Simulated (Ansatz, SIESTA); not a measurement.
CaF3: 3 runs at one level of theory

```xyz
4
Lattice="-1.8994 1.8994 3.2227 1.8994 -1.8994 3.2227 1.8994 1.8994 -3.2227" Properties=species:S:1:pos:R:3 pbc="T T T"
Ca    0.0000    0.0000    0.0000
F     0.0000    0.0000    3.2227
F     1.8994    0.0000    1.6113
F     0.0000    1.8994    1.6113
```

The cell comes from a database or a generator and needn't be the stable form of this composition.

Alike in all runs: task single point; functional PBEsol; k mesh 10 × 10 × 10; occupations fermi-dirac, width 0.05 eV; no spin polarisation; no spin-orbit coupling. Pressure is positive in compression and, in plane waves, holds the error of the finite cutoff, which Ansatz's Pulay term estimates and takes out.

| program and potentials | plane-wave cutoff (eV) | notes | band gap (eV) | pressure (GPa) |
| --- | --- | --- | --- | --- |
| Ansatz, Ansatz PAW | 420 | potentials made for PBE, which Ansatz adapts in part | ? | ? |
| SIESTA, files PseudoDojo sr-pbesol-0.4.1-standard, DZP (energy shift 0.003 Ry; two zetas on semicore shells; d shell added on Ca) | - | atomic basis | no gap | -4.24 |
| Ansatz, all-electron LAPW, scalar-relativistic | - | - | no gap | -3.57 |

**Question.** Estimate from the other rows what the run with Ansatz, Ansatz PAW gave.

**Answer.** No band gap; pressure -3.56 GPa. Its pressure holds a Pulay term of +0.89 GPa. The other rows, which needn't bracket it: pressure -4.24 to -3.57.
